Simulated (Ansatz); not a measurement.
# Structure optimisation: manganese, alpha-Mn (A12)

Theory: DFT, BLYP, plane waves (420 eV) with PAW, scalar-relativistic (Ansatz 0.2.0). (PAW data from PBE, frozen cores regenerated.)

k-point mesh 3×3×3, Fermi-Dirac smearing 0.05 eV, starting moments 3.00, 2.50 ×4, -0.80 ×12, -0.40 ×12 μB. Cell and atoms relax.

Starting structure:

```yaml
crystal:
  lattice:
    - [-4.4, 4.4, 4.4]
    - [4.4, -4.4, 4.4]
    - [4.4, 4.4, -4.4]
  atoms:
    - { symbol: Mn, position: [0.366, 1.0, 1.0], spin: 2.5 }
    - { symbol: Mn, position: [0.609, 0.323, 0.0], spin: -0.8 }
    - { symbol: Mn, position: [0.609, 0.0, 0.323], spin: -0.8 }
    - { symbol: Mn, position: [0.811, 0.633, 1.0], spin: -0.4 }
    - { symbol: Mn, position: [0.811, 0.0, 0.633], spin: -0.4 }
    - { symbol: Mn, position: [0.822, 0.189, 0.189], spin: -0.4 }
    - { symbol: Mn, position: [0.0, 0.366, 0.0], spin: 2.5 }
    - { symbol: Mn, position: [0.323, 0.609, 0.0], spin: -0.8 }
    - { symbol: Mn, position: [0.0, 0.609, 0.323], spin: -0.8 }
    - { symbol: Mn, position: [0.633, 0.811, 0.0], spin: -0.4 }
    - { symbol: Mn, position: [1.0, 0.811, 0.633], spin: -0.4 }
    - { symbol: Mn, position: [0.189, 0.822, 0.189], spin: -0.4 }
    - { symbol: Mn, position: [0.0, 0.0, 0.366], spin: 2.5 }
    - { symbol: Mn, position: [0.0, 0.323, 0.609], spin: -0.8 }
    - { symbol: Mn, position: [0.323, 0.0, 0.609], spin: -0.8 }
    - { symbol: Mn, position: [0.0, 0.633, 0.811], spin: -0.4 }
    - { symbol: Mn, position: [0.633, 1.0, 0.811], spin: -0.4 }
    - { symbol: Mn, position: [0.189, 0.189, 0.822], spin: -0.4 }
    - { symbol: Mn, position: [0.0, 0.0, 0.0], spin: 3.0 }
    - { symbol: Mn, position: [0.634, 0.634, 0.634], spin: 2.5 }
    - { symbol: Mn, position: [0.391, 0.391, 0.714], spin: -0.8 }
    - { symbol: Mn, position: [0.714, 0.391, 0.391], spin: -0.8 }
    - { symbol: Mn, position: [0.391, 0.714, 0.391], spin: -0.8 }
    - { symbol: Mn, position: [0.677, 0.677, 0.286], spin: -0.8 }
    - { symbol: Mn, position: [0.286, 0.677, 0.677], spin: -0.8 }
    - { symbol: Mn, position: [0.677, 0.286, 0.677], spin: -0.8 }
    - { symbol: Mn, position: [0.367, 0.367, 0.178], spin: -0.4 }
    - { symbol: Mn, position: [0.178, 0.367, 0.367], spin: -0.4 }
    - { symbol: Mn, position: [0.367, 0.178, 0.367], spin: -0.4 }
hamiltonian:
  xc: blyp
  pseudopotentials:
    kind: paw
    azcp:
      Mn: "pseudopotentials/Mn.paw.azcp"
basis:
  ecutwfc: 420
  fft_grid_basis: typed
kpoints:
  mp_grid: { grid: [3, 3, 3], shift: [0, 0, 0] }
magnetization:
  spin_polarized: true
scf:
  occupations: { method: fermi_dirac, width: 0.05 }
relax:
  max_steps: 60
  f_tol: 0.02
  cell: {}
```

The pressure at the start is -2.8 GPa. By how much does the volume change?

From 11.75 to 11.60 Å³ per atom, -1.3 %. The final cell has a = 8.762 Å.

How much energy does the relaxation gain?

12.4 meV per atom.

Path of the relaxation (the plane waves are chosen anew near the end, which can shift the energy a little):

| step | E − E(final) (meV/atom) | V (Å³/atom) | P (GPa) | max force (eV/Å) |
| --- | --- | --- | --- | --- |
| 0 | 12.39 | 11.750 | -2.83 | 0.757 |
| 1 | 4.87 | 11.630 | -1.09 | 0.483 |
| 2 | 0.38 | 11.547 | 0.56 | 0.061 |
| 3 | 0.05 | 11.581 | 0.30 | 0.054 |
| 4 | -0.06 | 11.598 | -0.04 | 0.013 |
| 5 | 0.00 | 11.598 | -0.05 | 0.013 |

Which magnetic state does it end in?

ferrimagnetic, largest moment 3.10 μB in the atomic sphere; moments 3.10, 2.69 ×4, -0.68 ×12, 0.32 ×12 μB.
